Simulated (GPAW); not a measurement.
Al:

```xyz
2
Lattice="4.4916 0.0000 0.0000 -2.2458 3.8898 0.0000 0.0000 0.0000 2.7226" Properties=species:S:1:pos:R:3 pbc="T T T"
Al    0.0000    2.5932    0.0000
Al    2.2458    1.2966    0.0000
```

The cell was built by a generator and needn't be a form met in nature.

Base run:

| Item | Value |
| --- | --- |
| Program | GPAW 26.7.0 |
| Functional | PW91 |
| Potentials or basis | PAW data sets generated in the run's folder for this functional |
| Cutoff | 600 eV |
| Basis | pw |
| k mesh | 7 × 7 × 10 |
| Occupations | fermi-dirac, width 0.05 eV |
| Spin | no spin polarisation |

Its results: band gap on the k mesh none (metal or under the smearing width); pressure 1.8 GPa.

After a change of settings the same cell gave: band gap on the k mesh none (metal or under the smearing width); pressure 0.6 GPa. Which change was it?
A. functional from PW91 to RPBE; potentials or basis from PAW data sets generated in the run's folder for this functional to the program's PAW data sets (release 1.2.1) made for this functional
B. functional from PW91 to LDA; potentials or basis from PAW data sets generated in the run's folder for this functional to the program's PAW data sets (release 1.2.1) made for this functional
C. functional from PW91 to PBEsol
D. functional from PW91 to revPBE; potentials or basis from PAW data sets generated in the run's folder for this functional to the program's PAW data sets (release 1.2.1) made for this functional

C.

PBEsol binds more tightly than PW91, so the same cell stands under less pressure.

Runs at the PBE level aren't shown here.
